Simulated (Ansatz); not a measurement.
## KI (Fm-3m)

All numbers below come from DFT PBE, scalar-relativistic, plane waves, PAW in Ansatz 0.2.0.

Settings: cutoff 420 eV, Γ-centred mesh 6×6×6 on the computed 2-atom cell, Gaussian smearing of 0.02 eV; no spin polarisation.

The structure is relaxed at this level of theory with its symmetry kept.

```cif
data_structure
_symmetry_space_group_name_H-M 'Fm-3m'
_symmetry_Int_Tables_number 225
_cell_length_a 7.1764
_cell_length_b 7.1764
_cell_length_c 7.1764
_cell_angle_alpha 90.000
_cell_angle_beta 90.000
_cell_angle_gamma 90.000
_cell_volume 369.58
loop_
_atom_site_label
_atom_site_type_symbol
_atom_site_symmetry_multiplicity
_atom_site_Wyckoff_symbol
_atom_site_fract_x
_atom_site_fract_y
_atom_site_fract_z
_atom_site_occupancy
K1 K 4 a 0.00000 0.00000 0.00000 1
I1 I 4 b 0.50000 0.00000 0.00000 1
```

**Question.** Formation energy from the elements' standard states (uncorrected)?

**Answer.** -1.503 eV/atom.

**Question.** Kohn–Sham band gap?

**Answer.** 3.86 eV, direct at Γ.

**Question.** Löwdin character of the top 1 eV of the valence band?

**Answer.** I 5p 96 %.

**Question.** Löwdin character of the lowest 1 eV of the conduction band?

**Answer.** K 4s 76 %, I 5s 13 %, unprojected 4 %.

**Question.** Electron masses at the edge by Cartesian direction of the standard setting (m_e; degenerate bands sorted by energy; no spin-orbit coupling)?

**Answer.** x: 0.34; y: 0.34; z: 0.34.

**Question.** Hole masses at the edge by Cartesian direction of the standard setting (m_e; degenerate bands sorted by energy; no spin-orbit coupling)?

**Answer.** x: 2.8, 2.8, 0.51; y: 2.8, 2.8, 0.51; z: 2.8, 2.8, 0.51.

**Question.** Bulk modulus?

**Answer.** 10.6 GPa.

**Question.** Its pressure derivative?

**Answer.** 4.8.

**Question.** Bader charges (e)?

**Answer.** K (1 in the cell) 0.82, I (1 in the cell) -0.82.

Spin-orbit coupling is left out, which matters for the bands of heavy elements.